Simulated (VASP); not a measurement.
# BN (P6_3/mmc) in VASP: a series of runs

The runs below take BN through relaxation of cell and atoms, with PBE+D3(BJ).

All numbers are computed with VASP 6.6.1; they aren't measurements. Logs are shortened: lines on timing, memory, paths and dates and some standing lists are left out, and cuts for length are marked.

### Step 1. The crystal as given

Symmetry: P6_3/mmc, No. 194, hexagonal system. The conventional cell has a = 2.498 Å, b = 2.498 Å, c = 6.636 Å, α = 90.00°, β = 90.00°, γ = 120.00°. Around B (site symmetry -6m2) lie 3 N at 1.44 Å. N (site symmetry -6m2) is surrounded by 3 B at 1.44 Å.

### Step 2. Relaxation of cell and atoms, PBE+D3(BJ)

Contents of INCAR:

```
PREC = Accurate
ENCUT = 520
EDIFF = 1E-7
ISMEAR = 0
SIGMA = 0.02
LREAL = F
LASPH = T
NELM = 60
ALGO = Normal
ISIF = 3
LWAVE = F
LCHARG = F
GGA = PE
IVDW = 12
IBRION = 2
NSW = 80
EDIFFG = -0.002
```

Contents of KPOINTS:

```
Automatic mesh
0
Gamma
  15 15 6
```

Contents of POSCAR:

```
BN
1.0
    2.4982400000      0.0000000000      0.0000000000
   -1.2491200000      2.1635393000      0.0000000000
    0.0000000000      0.0000000000      6.6357000000
B N
2 2
Direct
    0.3333333300      0.6666666700      0.2500000000
    0.6666666700      0.3333333300      0.7500000000
    0.3333333300      0.6666666700      0.7500000000
    0.6666666700      0.3333333300      0.2500000000
```

Potentials or basis: VASP PAW PBE potentials, release 64 (B, N).

Command:

```
> cat potpaw_PBE.64/B/POTCAR potpaw_PBE.64/N/POTCAR > POTCAR
> mpirun -np 1 vasp_std > vasp.out
```

OUTCAR:

```text
PREC = Accurate
   ENCUT = 520
   EDIFF = 1E-7
   ISMEAR = 0
   LREAL = F
   LASPH = T
   NELM = 60
   ISIF = 3
   GGA = PE
   IVDW = 12
   IBRION = 2
   NSW = 80
   EDIFFG = -0.002
 IVDW          = 12

 ion  position               nearest neighbor table
   1  0.333  0.667  0.250-   4 1.44   4 1.44   4 1.44
   2  0.667  0.333  0.750-   3 1.44   3 1.44   3 1.44
   3  0.333  0.667  0.750-   2 1.44   2 1.44   2 1.44
   4  0.667  0.333  0.250-   1 1.44   1 1.44   1 1.44

  LATTYP: Found a hexagonal cell.
 ALAT       =     2.4982400000
 C/A-ratio  =     2.6561499296

  Lattice vectors:

 A1 = (   2.4982400000,   0.0000000000,   0.0000000000)
 A2 = (  -1.2491200000,   2.1635393000,   0.0000000000)
 A3 = (   0.0000000000,   0.0000000000,   6.6357000000)

Analysis of symmetry for initial positions (statically):
=====================================================================
 Subroutine PRICEL returns:
 Original cell was already a primitive cell.

 Routine SETGRP: Setting up the symmetry group for a
 hexagonal supercell.

 Subroutine GETGRP returns: Found 24 space group operations
 (whereof 12 operations were pure point group operations)
 out of a pool of 24 trial point group operations.

The static configuration has the point symmetry D_3d.
 The point group associated with its full space group is D_6h.

Analysis of symmetry for dynamics (positions and initial velocities):
=====================================================================
 Subroutine PRICEL returns:
 Original cell was already a primitive cell.

 Routine SETGRP: Setting up the symmetry group for a
 hexagonal supercell.

 Subroutine GETGRP returns: Found 24 space group operations
 (whereof 12 operations were pure point group operations)
 out of a pool of 24 trial point group operations.

The dynamic configuration has the point symmetry D_3d.
 The point group associated with its full space group is D_6h.

 Subroutine INISYM returns: Found 24 space group operations
 (whereof 12 operations are pure point group operations),
 and found     1 'primitive' translations

----------------------------------------------------------------------------------------

                                     Primitive cell

  volume of cell :      35.8662

  direct lattice vectors                    reciprocal lattice vectors
     2.498240000  0.000000000  0.000000000     0.400281798  0.231102805  0.000000000
    -1.249120000  2.163539300  0.000000000     0.000000000  0.462205609  0.000000000
     0.000000000  0.000000000  6.635700000     0.000000000  0.000000000  0.150700002

  length of vectors
     2.498240000  2.498239996  6.635700000     0.462205608  0.462205609  0.150700002

  position of ions in fractional coordinates (direct lattice)
     0.333333330  0.666666670  0.250000000
     0.666666670  0.333333330  0.750000000
     0.333333330  0.666666670  0.750000000
     0.666666670  0.333333330  0.250000000

  ion indices of the primitive-cell ions
   primitive index   ion index
                 1           1
                 2           2
                 3           3
                 4           4

----------------------------------------------------------------------------------------

 KPOINTS: Automatic mesh

Automatic generation of k-mesh.
 Grid dimensions read from file:
 generate k-points for:   15   15    6

 Generating k-lattice:

  Cartesian coordinates                     Fractional coordinates (reciprocal lattice)
     0.026685453  0.015406854  0.000000000     0.066666667 -0.000000000  0.000000000
     0.000000000  0.030813707  0.000000000     0.000000000  0.066666667  0.000000000
     0.000000000  0.000000000  0.025116667     0.000000000  0.000000000  0.166666667

  Length of vectors
     0.030813707  0.030813707  0.025116667

  Shift w.r.t. Gamma in fractional coordinates (k-lattice)
     0.000000000  0.000000000  0.000000000

 Subroutine IBZKPT returns following result:
 ===========================================

 Found    108 irreducible k-points:

 Following reciprocal coordinates:
            Coordinates               Weight
  0.000000  0.000000  0.000000      1.000000
  0.066667  0.000000  0.000000      6.000000
  0.133333 -0.000000  0.000000      6.000000
  0.200000 -0.000000  0.000000      6.000000
  0.266667 -0.000000  0.000000      6.000000
  0.333333  0.000000  0.000000      6.000000
[... 16 lines left out ...]
  0.333333  0.200000  0.000000     12.000000
  0.400000  0.200000  0.000000      6.000000
 [... further k-points ...]
   k-points           NKPTS =    108   k-points in BZ     NKDIM =    108   number of bands    NBANDS=     12
   number of dos      NEDOS =    301   number of ions     NIONS =      4
   total plane-waves  NPLWV =  20000
   dimension x,y,z NGX =    20 NGY =   20 NGZ =   50
   dimension x,y,z NGXF=    40 NGYF=   40 NGZF=  100
   ions per type =               2   2
   NGX,Y,Z   is equivalent  to a cutoff of  13.31, 13.31, 12.53 a.u.
   NGXF,Y,Z  is equivalent  to a cutoff of  26.62, 26.62, 25.05 a.u.
 SYSTEM =  unknown system
   PREC   = accura    normal or accurate (medium, high low for compatibility)
   ISTART =      0    job   : 0-new  1-cont  2-samecut
   ICHARG =      2    charge: 1-file 2-atom 10-const
   ISPIN  =      1    spin polarized calculation?
   LNONCOLLINEAR =      F non collinear calculations
   LSORBIT =      F    spin-orbit coupling
   LASPH  =      T    aspherical Exc in radial PAW
   ENCUT  =  520.0 eV  38.22 Ry    6.18 a.u.   4.65  4.65 12.34*2*pi/ulx,y,z
   NELM   =     60;   NELMIN=  2; NELMDL= -5     # of ELM steps
   EDIFF  = 0.1E-06   stopping-criterion for ELM
   LREAL  =      F    real-space projection
   EDIFFG = -.2E-02   stopping-criterion for IOM
   NSW    =     80    number of steps for IOM
   IBRION =      2    ionic relax: 0-MD 1-quasi-New 2-CG
   NFREE  =      1    steps in history (QN), initial steepest desc. (CG)
   ISIF   =      3    stress and relaxation
   ISYM   =      2    0-nonsym 1-usesym 2-fastsym
   POTIM  = 0.5000    time-step for ionic-motion
   TEBEG  =    0.0;   TEEND  =   0.0 temperature during run
   PSTRESS=    0.0 pullay stress
   NELECT =      16.0000    total number of electrons
   NUPDOWN=      -1.0000    fix difference up-down
   EMIN   =  10.00;   EMAX   =-10.00  energy-range for DOS
   EFERMI =   0.00;   METHOD = LEGACY
   ISMEAR =     0;   SIGMA  =   0.02  broadening in eV -4-tet -1-fermi 0-gaus
   EFERMI_NEDOS =   21; number of points for ismear=-14 and -15
   IALGO  =     38    algorithm
   IMIX   =      4    mixing-type and parameters
     AMIX     =   0.40;   BMIX     =  1.00
     AMIX_MAG =   1.60;   BMIX_MAG =  1.00
  volume/ion in A,a.u.               =       8.97        60.51
  Fermi-wavevector in a.u.,A,eV,Ry     =   1.250891  2.363842 21.289433  1.564729
  Thomas-Fermi vector in A             =   2.384864
   LORBIT       =      0    0 simple, 1 ext, 2 COOP (PROOUT), +10 PAW based schemes
   GGA     = PE    functional components
   LHFCALC =     F    Hartree Fock is set to
   AEXX    =    0.0000 exact exchange contribution
   IVDW    =    12    specifies the selected vdW correction
   LEPSILON=     F    determine dielectric tensor
   LRPA    =     F    only Hartree local field effects (RPA)
 conjugate gradient relaxation of ions
 non-spin polarized calculation
 Gauss-broadening in eV      SIGMA  =   0.02
  energy-cutoff  :      520.00
  volume of cell :       35.87
 maximum number of plane-waves:       985
 NGX is ok and might be reduce to    20
   NGX =  9   NGY =  9   NGZ = 25

--------------------------------------- Ionic step        1  -------------------------------------------

 number of electron      15.9999997 magnetization

 Free energy of the ion-electron system (eV)
  ---------------------------------------------------
  ext. energy  EPLUGINS =         0.00000000
  ---------------------------------------------------
  free energy    TOTEN  =       -35.14691838 eV

  energy without entropy =      -35.14691838  energy(sigma->0) =      -35.14691838

------------------------ aborting loop because EDIFF is reached ----------------------------------------

 Edisp (eV)   -0.56768

 E8    (eV) :    -0.1663

  FORCE on cell =-STRESS in cart. coord.  units (eV):
  Direction    XX          YY          ZZ          XY          YZ          ZX
  --------------------------------------------------------------------------------------
  -------------------------------------------------------------------------------------
  Total       0.84035     0.84035    -0.05581    -0.00000     0.00000     0.00000
  in kB      37.53925    37.53925    -2.49294    -0.00000     0.00000     0.00000
  external pressure =       24.20 kB  Pullay stress =        0.00 kB
[... 103 lines left out ...]
  FREE ENERGIE OF THE ION-ELECTRON SYSTEM (eV)
  ---------------------------------------------------
  free  energy   TOTEN  =       -35.7174834532 eV

  energy  without entropy=      -35.7174834532  energy(sigma->0) =      -35.71748345

[... ionic steps 4 to 8 ...]

--------------------------------------- Ionic step        9  -------------------------------------------

 number of electron      15.9999997 magnetization

------------------------ aborting loop because EDIFF is reached ----------------------------------------

 Edisp (eV)   -0.56908

 E8    (eV) :    -0.1668
[... 73 lines left out ...]
  energy  without entropy=      -35.7176477452  energy(sigma->0) =      -35.71764775

--------------------------------------- Ionic step       11  -------------------------------------------

 number of electron      15.9999997 magnetization

 Free energy of the ion-electron system (eV)
  ---------------------------------------------------
  ext. energy  EPLUGINS =         0.00000000
  ---------------------------------------------------
  free energy    TOTEN  =       -35.14863590 eV

  energy without entropy =      -35.14863590  energy(sigma->0) =      -35.14863590

 E-fermi :   2.5281     XC(G=0): -10.1179

 val. band max:        2.3609383800   @ k =   0.3333   0.2667   0.0000
 cond. band min:       6.6300426211   @ k =   0.4667   0.0667   0.0000
 fundamental gap:      4.2691042411
 Fermi energy:         2.5280643944

 k-point     1 :       0.0000    0.0000    0.0000
  band No.  band energies     occupation
      1     -15.4619      2.00000
      2     -15.1480      2.00000
      3      -3.9080      2.00000
      4      -1.6933      2.00000
      5       0.9909      2.00000
      6       0.9909      2.00000
      7       1.0316      2.00000
      8       1.0316      2.00000
      9       7.6395      0.00000
     10      12.7275      0.00000
     11      13.8422      0.00000
     12      13.8422      0.00000
[... 331 lines left out ...]
 k-point    24 :       0.4000    0.2000    0.0000
  band No.  band energies     occupation
      1     -11.9254      2.00000
      2     -11.8654      2.00000
      3      -6.1210      2.00000
      4      -6.0295      2.00000
      5      -3.6096      2.00000
      6      -3.5276      2.00000
      7       1.4772      2.00000
      8       2.2571      2.00000
      9       6.9045      0.00000
     10       7.7211      0.00000
     11      14.0651      0.00000
     12      14.3464      0.00000

 [... further k-points ...]

------------------------ aborting loop because EDIFF is reached ----------------------------------------

 Edisp (eV)   -0.56904

 E8    (eV) :    -0.1668

  FORCE on cell =-STRESS in cart. coord.  units (eV):
  Direction    XX          YY          ZZ          XY          YZ          ZX
  --------------------------------------------------------------------------------------
  -------------------------------------------------------------------------------------
  Total       0.00121     0.00121     0.00027    -0.00000    -0.00000     0.00000
  in kB       0.05427     0.05427     0.01195    -0.00000    -0.00000     0.00000
  external pressure =        0.04 kB  Pullay stress =        0.00 kB
[... 19 lines left out ...]
  FREE ENERGIE OF THE ION-ELECTRON SYSTEM (eV)
  ---------------------------------------------------
  free  energy   TOTEN  =       -35.7176726939 eV

  energy  without entropy=      -35.7176726939  energy(sigma->0) =      -35.71767269

 reached required accuracy - stopping structural energy minimisation
```

Wall time 2.3 min (1 thread of Intel Xeon 6975P-C (Granite Rapids), shared host); peak memory 0.19 GiB.

What came out:

- Free energy: -35.7177 eV
- Relaxed volume: 8.96 Å³/atom
- Relaxed cell: a = 2.507 Å, b = 2.507 Å, c = 6.585 Å, α = 90.00°, β = 90.00°, γ = 120.00°
- Space group after relaxing (to 0.05 Å): P6_3/mmc (No. 194)
- Energy gained by relaxing: 0.8 meV/atom
- Ionic steps: 11
- Pressure after relaxing: 0.0 GPa
- Band gap on the k mesh: 4.27 eV, indirect (least direct gap 4.63 eV)
- Dispersion energy per atom: -0.142 eV

The path:
| step | energy change (eV) | largest force (eV/Å) | pressure (GPa) | volume (Å³) |
| --- | --- | --- | --- | --- |
| 1 | 0.0000 | 0.0000 | 2.42 | 35.87 |
| 2 | 0.0077 | 0.0000 | -4.69 | 36.57 |
| 3 | -0.0029 | 0.0000 | -0.09 | 36.11 |
| 4 | -0.0029 | 0.0000 | -0.04 | 36.10 |
| 5 | -0.0029 | 0.0000 | -0.03 | 36.08 |
| 6 | -0.0030 | 0.0000 | -0.02 | 36.03 |
| 7 | -0.0031 | 0.0000 | 0.01 | 35.92 |
| 8 | -0.0030 | 0.0000 | 0.06 | 35.70 |
| 9 | -0.0031 | 0.0000 | 0.03 | 35.84 |
| 10 | -0.0031 | 0.0000 | -0.23 | 35.86 |
| 11 | -0.0031 | 0.0000 | 0.00 | 35.84 |

Final structure:
```
CELL_PARAMETERS angstrom
2.50682 0.00000 0.00000
-1.25341 2.17097 0.00000
0.00000 0.00000 6.58547
ATOMIC_POSITIONS crystal
B 0.33333 0.66667 0.25000
B 0.66667 0.33333 0.75000
N 0.33333 0.66667 0.75000
N 0.66667 0.33333 0.25000
```

Caveat: an odd mesh through Γ misses points on the zone boundary, where band edges often lie.

### Step 3. Relaxation of cell and atoms, PBE+D3(BJ)

INCAR is that of step 2.

KPOINTS is that of step 2.

Contents of POSCAR:

```
BN                                      
1.0
    2.5068152416     -0.0000000000      0.0000000000
   -1.2534076208      2.1709656770     -0.0000000000
    0.0000000000      0.0000000000      6.5854715460
  B               N             
     2     2
Direct
     0.3333333300000021    0.6666666699999979    0.2500000000000000
     0.6666666699999979    0.3333333300000021    0.7500000000000000
     0.3333333300000021    0.6666666699999979    0.7500000000000000
     0.6666666699999979    0.3333333300000021    0.2500000000000000
```

Potentials or basis: VASP PAW PBE potentials, release 64 (B, N).

Command:

```
> cat potpaw_PBE.64/B/POTCAR potpaw_PBE.64/N/POTCAR > POTCAR
> mpirun -np 1 vasp_std > vasp.out
```

It took 24 s on 1 thread of Intel Xeon 6975P-C (Granite Rapids), shared host; peak memory 0.18 GiB.

It converged, with:

```yaml
Free_energy: -35.7176 eV
Pressure_after_relaxing: 0.0 GPa
Band_gap_on_the_k_mesh: 4.27 eV, indirect (least direct gap 4.63 eV)
Dispersion_energy_per_atom: -0.142 eV
```

Final structure:
```cif
data_structure
_symmetry_space_group_name_H-M 'P 1'
_symmetry_Int_Tables_number 1
_cell_length_a 2.5068
_cell_length_b 2.5068
_cell_length_c 6.5855
_cell_angle_alpha 90.000
_cell_angle_beta 90.000
_cell_angle_gamma 120.000
_cell_volume 35.84
loop_
_atom_site_label
_atom_site_type_symbol
_atom_site_fract_x
_atom_site_fract_y
_atom_site_fract_z
_atom_site_occupancy
B1 B 0.33333 0.66667 0.25000 1
B2 B 0.66667 0.33333 0.75000 1
N1 N 0.33333 0.66667 0.75000 1
N2 N 0.66667 0.33333 0.25000 1
```

Levels at points of the mesh, in eV from the valence-band top:
| k point | band 6 | band 7 | band 8 | band 9 | band 10 | band 11 |
| --- | --- | --- | --- | --- | --- | --- |
| (0.00, 0.00, 0.00) | -1.37 | -1.33 | -1.33 | 5.28 | 10.37 | 11.48 |
| (0.00, 0.00, 0.50) | -1.35 | -1.35 | -1.35 | 7.69 | 7.69 | 11.55 |

Caveat: the relaxation stopped at its first step, so nothing moved; an odd mesh through Γ misses points on the zone boundary, where band edges often lie.
